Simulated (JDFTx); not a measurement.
# Be (P-1) in JDFTx: tuning start

Aim: find the choice of start that runs Be fastest, at PBE. This setting moves, with any that are tied to it; all else stays.

All numbers are computed with JDFTx 1.7.0 (patched build); they aren't measurements. Logs are shortened: lines on timing, memory, paths and dates and some standing lists are left out, and cuts for length are marked. The log counts tension as positive stress, the text compression.

## (1) The cell of the first run

The typed cell holds 2 atoms: a = 2.285 Å, b = 2.285 Å, c = 3.584 Å, α = 90.00°, β = 90.00°, γ = 120.00°.

The cell isn't the ideal one: atoms moved at random, drawn with an rms of 0.05 Å.

## (2) With start lcao

Be.in

```
lattice \
    4.3185911126    -2.1592955563     0.0000000000 \
    0.0000000000     3.7400096121     0.0000000000 \
    0.0000000000     0.0000000000     6.7731563759
coords-type Lattice
ion Be     0.6882380000     0.3384440000     0.7501790000 1
ion Be     0.3173940000     0.6567560000     0.2585440000 1

ion-species pseudo/Be.upf
elec-cutoff 44 352
elec-ex-corr gga-PBE
kpoint-folding 10 10 6
elec-smearing Fermi 0.0018374661
elec-n-bands 9
electronic-SCF nIterations 100 energyDiffThreshold 1e-09
electronic-minimize nIterations 30 energyDiffThreshold 1e-7
forces-output-coords Cartesian

dump-name run.$VAR
dump End Ecomponents EigStats BandEigs Kpoints Forces Stress
```

Potentials or basis: PseudoDojo-SR-PBE-0.5-standard with smoothed tails.

The run is started by

```
$ jdftx -c 4 -i Be.in -o Be.out
```

Output:

```text
*************** JDFTx 1.7.0 (patched build) ***************

Input parsed successfully to the following command list (including defaults):
[... the input with its defaults ...]

---------- Setting up symmetries ----------

Found 24 point-group symmetries of the bravais lattice
Found 2 space-group symmetries with basis
Applied RMS atom displacement 0 bohrs to make symmetries exact.

---------- Initializing the Grid ----------
R =
[      4.31859      -2.1593            0  ]
[            0      3.74001            0  ]
[            0            0      6.77316  ]
unit cell volume = 109.397
G =
[    1.45492   0.839996         -0  ]
[          0    1.67999          0  ]
[          0         -0    0.92766  ]
Minimum fftbox size, Smin = [  40  40  60  ]
Chosen fftbox size, S = [  40  40  60  ]

---------- Initializing tighter grid for wavefunction operations ----------
R =
[      4.31859      -2.1593            0  ]
[            0      3.74001            0  ]
[            0            0      6.77316  ]
unit cell volume = 109.397
G =
[    1.45492   0.839996         -0  ]
[          0    1.67999          0  ]
[          0         -0    0.92766  ]
Minimum fftbox size, Smin = [  28  28  44  ]
Chosen fftbox size, S = [  28  28  48  ]

---------- Exchange Correlation functional ----------
Initalized PBE GGA exchange.
Initalized PBE GGA correlation.

---------- Setting up pseudopotentials ----------
Width of ionic core gaussian charges (only for fluid interactions / plotting) set to 0

Reading pseudopotential file 'pseudo/Be.upf':
  'Be' pseudopotential, 'PBE' functional
  Generated using ONCVPSP code by D. R. Hamann
  4 valence electrons, 2 orbitals, 4 projectors, 1001 radial grid points, with lMax = 1
    1S    l: 0   occupation:  2.0   eigenvalue: -3.903257
    2S    l: 0   occupation:  2.0   eigenvalue: -0.206153
  Core radius for overlap checks: 1.30 bohrs.

Initialized 1 species with 2 total atoms.

Folded 1 k-points by 10x10x6 to 600 k-points.

---------- Setting up k-points, bands, fillings ----------
Reduced to 304 k-points under symmetry.
Computing the number of bands and number of electrons
Calculating initial fillings.
nElectrons:   8.000000   nBands: 9   nStates: 304

----- Setting up reduced wavefunction bases (one per k-point) -----
average nbasis = 1525.432 , ideal nbasis = 1525.032

---------- Setting up ewald sum ----------
Optimum gaussian width for ewald sums = 1.699836 bohr.
Real space sum over 1521 unit cells with max indices [  6  6  4  ]
Reciprocal space sum over 2057 terms with max indices [  5  5  8  ]

---------- Allocating electronic variables ----------
Initializing wave functions:  linear combination of atomic orbitals
Note: number of bands (9) exceeds available atomic orbitals (4)
Be pseudo-atom occupations:   s ( 2 2 )
	FillingsUpdate:  mu: +0.374677330  nElectrons: 8.000000
LCAOMinimize: Iter:   0  F: -27.7551613578155809  |grad|_K:  9.870e-05  alpha:  1.000e+00
	FillingsUpdate:  mu: +0.374676580  nElectrons: 8.000000
LCAOMinimize: Iter:   1  F: -27.7552741205262237  |grad|_K:  6.873e-06  alpha:  9.411e-01  linmin: -6.671e-03  cgtest:  1.215e-01
LCAOMinimize: Encountered beta<0, resetting CG.
	FillingsUpdate:  mu: +0.374681894  nElectrons: 8.000000
LCAOMinimize: Iter:   2  F: -27.7552744382873371  |grad|_K:  7.721e-07  alpha:  5.464e-01  linmin: -1.158e-05  cgtest:  1.221e-04
	FillingsUpdate:  mu: +0.374681600  nElectrons: 8.000000
LCAOMinimize: Iter:   3  F: -27.7552744451605200  |grad|_K:  7.582e-09  alpha:  9.363e-01  linmin: -7.468e-04  cgtest:  6.577e-03
LCAOMinimize: Converged (|Delta F|<1.000000e-06 for 2 iters).

-------- Electronic minimization -----------
Will mix electronic density at each iteration.
	FillingsUpdate:  mu: +0.374681600  nElectrons: 8.000000
	FillingsUpdate:  mu: +0.311654447  nElectrons: 8.000000
SCF: Cycle:  0   F: -27.907251263681847   dF: -1.520e-01   |Residual|: 5.901e-02   |deigs|: 3.946e-01
	FillingsUpdate:  mu: +0.312632470  nElectrons: 8.000000
SCF: Cycle:  1   F: -27.908028527862598   dF: -7.773e-04   |Residual|: 3.727e-02   |deigs|: 1.769e-02
	FillingsUpdate:  mu: +0.315259474  nElectrons: 8.000000
SCF: Cycle:  2   F: -27.908112289603189   dF: -8.376e-05   |Residual|: 7.053e-03   |deigs|: 1.572e-02
	FillingsUpdate:  mu: +0.314799640  nElectrons: 8.000000
SCF: Cycle:  3   F: -27.908119906132978   dF: -7.617e-06   |Residual|: 1.456e-03   |deigs|: 2.812e-03
	FillingsUpdate:  mu: +0.314815920  nElectrons: 8.000000
SCF: Cycle:  4   F: -27.908120147348466   dF: -2.412e-07   |Residual|: 5.075e-04   |deigs|: 3.214e-04
	FillingsUpdate:  mu: +0.314793075  nElectrons: 8.000000
SCF: Cycle:  5   F: -27.908120213724025   dF: -6.638e-08   |Residual|: 4.216e-05   |deigs|: 2.950e-04
	FillingsUpdate:  mu: +0.314792130  nElectrons: 8.000000
SCF: Cycle:  6   F: -27.908120217114305   dF: -3.390e-09   |Residual|: 2.998e-05   |deigs|: 2.059e-04
	FillingsUpdate:  mu: +0.314793134  nElectrons: 8.000000
SCF: Cycle:  7   F: -27.908120217353996   dF: -2.397e-10   |Residual|: 5.405e-06   |deigs|: 2.300e-04
	FillingsUpdate:  mu: +0.314793288  nElectrons: 8.000000
SCF: Cycle:  8   F: -27.908120217374737   dF: -2.074e-11   |Residual|: 3.960e-06   |deigs|: 2.026e-04
SCF: Converged (|Delta E|<1.000000e-09 for 2 iters).

Setting wave functions to eigenvectors of Hamiltonian

# Stress tensor in Cartesian coordinates [Eh/a0^3]:
[ -1.73967e-06 -4.96143e-05  9.62049e-06  ]
[ -4.96143e-05  3.59284e-05  4.52289e-06  ]
[  9.62049e-06  4.52289e-06  0.000134806  ]

# Ionic positions in lattice coordinates:
ion Be   0.688238000000000   0.338444000000000   0.750179000000000 1
ion Be   0.317394000000000   0.656756000000000   0.258544000000000 1

# Forces in Cartesian coordinates:
force Be  -0.005025247654980  -0.002367354615645   0.004426527055625 1
force Be   0.005025247654980   0.002367354615645  -0.004426527055625 1

# Energy components:
   Eewald =      -12.1669684675729819
       EH =        4.2368374506223265
     Eloc =      -14.7600475479498030
      Enl =      -17.7404903592514067
      Exc =       -4.8961989740021234
       KE =       17.4188187621557553
-------------------------------------
     Etot =      -27.9080491359982297
       TS =        0.0000710813765073
-------------------------------------
        F =      -27.9081202173747371

IonicMinimize: Iter:   0  F: -27.908120217374737  |grad|_K:  4.101e-03
IonicMinimize: None of the convergence criteria satisfied after 0 iterations.

#--- Lowdin population analysis ---
# oxidation-state Be +0.748 +0.748

Dumping 'run.eigStats' ...
	eMin: -3.362526 at state 0 ( [ +0.000000 +0.000000 +0.000000 ] spin 0 )
	HOMO: +0.313834 at state 288 ( [ +0.500000 +0.300000 +0.000000 ] spin 0 )
	mu  : +0.314793
	LUMO: +0.315144 at state 128 ( [ +0.200000 -0.400000 +0.000000 ] spin 0 )
	eMax: +1.036841 at state 86 ( [ +0.100000 -0.100000 +0.000000 ] spin 0 )
	HOMO-LUMO gap: +0.001310
	Optical gap  : +0.046449 at state 180 ( [ +0.300000 +0.400000 -0.333333 ] spin 0 )
Done!
```

Run time: 2.1 min. Hardware: 4 threads of Arm Neoverse N1, host not shared; peak memory 0.21 GiB.

What came out:

```yaml
Free_energy: -759.4186 eV
Pressure: -1.7 GPa
Largest_force: 0.365 eV/Å
Band_gap_on_the_k_mesh: none (metal or under the smearing width)
```

## (3) With start random

Edit Be.in of step 2 so:

```diff
@@ -16,2 +16,3 @@
 electronic-minimize nIterations 30 energyDiffThreshold 1e-7
+wavefunction random
 forces-output-coords Cartesian
```

Potentials or basis: PseudoDojo-SR-PBE-0.5-standard with smoothed tails.

The run is started by

```
$ jdftx -c 4 -i Be.in -o Be.out
```

Wall time 2.4 min (4 threads of Arm Neoverse N1, host not shared); peak memory 0.21 GiB.

Results (log left out):

```
Free energy            : -759.4186 eV
Pressure               : -1.7 GPa
Largest force          : 0.365 eV/Å
Band gap on the k mesh : none (metal or under the smearing width)
```

## (4) With start 0

Edit Be.in of step 3 so:

```diff
@@ -16,3 +16,3 @@
 electronic-minimize nIterations 30 energyDiffThreshold 1e-7
-wavefunction random
+lcao-params 0
 forces-output-coords Cartesian
```

The run is started by

```
$ jdftx -c 4 -i Be.in -o Be.out
```

Run time: 99 s. Hardware: 4 threads of Arm Neoverse N1, host not shared; peak memory 0.21 GiB.

It converged, with:

```
Free energy            : -759.4186 eV
Pressure               : -1.7 GPa
Largest force          : 0.365 eV/Å
Band gap on the k mesh : none (metal or under the smearing width)
```

## (5) With start 3

Edit Be.in of step 4 so:

```diff
@@ -16,3 +16,3 @@
 electronic-minimize nIterations 30 energyDiffThreshold 1e-7
-lcao-params 0
+lcao-params 3
 forces-output-coords Cartesian
```

The run is started by

```
$ jdftx -c 4 -i Be.in -o Be.out
```

It took 2.1 min on 4 threads of Arm Neoverse N1, host not shared; peak memory 0.21 GiB.

Results (log left out):

| Item | Value |
| --- | --- |
| Free energy | -759.4186 eV |
| Pressure | -1.7 GPa |
| Largest force | 0.365 eV/Å |
| Band gap on the k mesh | none (metal or under the smearing width) |

## (6) With start 50

Edit Be.in of step 5 so:

```diff
@@ -16,3 +16,3 @@
 electronic-minimize nIterations 30 energyDiffThreshold 1e-7
-lcao-params 3
+lcao-params 50
 forces-output-coords Cartesian
```

Potentials or basis: PseudoDojo-SR-PBE-0.5-standard with smoothed tails.

The run is started by

```
$ jdftx -c 4 -i Be.in -o Be.out
```

It took 2.1 min on 4 threads of Arm Neoverse N1, host not shared; peak memory 0.21 GiB.

The run converged. Its results:

- Free energy: -759.4186 eV
- Pressure: -1.7 GPa
- Largest force: 0.365 eV/Å
- Band gap on the k mesh: none (metal or under the smearing width)

## (7) Summary

```tsv
start	energy less the last converged row (meV/atom)	SCF cycles	wall time (s)	peak memory (GiB)
lcao	0.00	9	120	0.21
random	0.00	12	140	0.21
0	0.00	8	99	0.21
3	0.00	9	120	0.21
50	0.00	9	120	0.21
```

Fastest here: 0 (99 s); slowest of those that converged: random (140 s). These are single runs, one after another on one machine, so differences under about a fifth mean little.
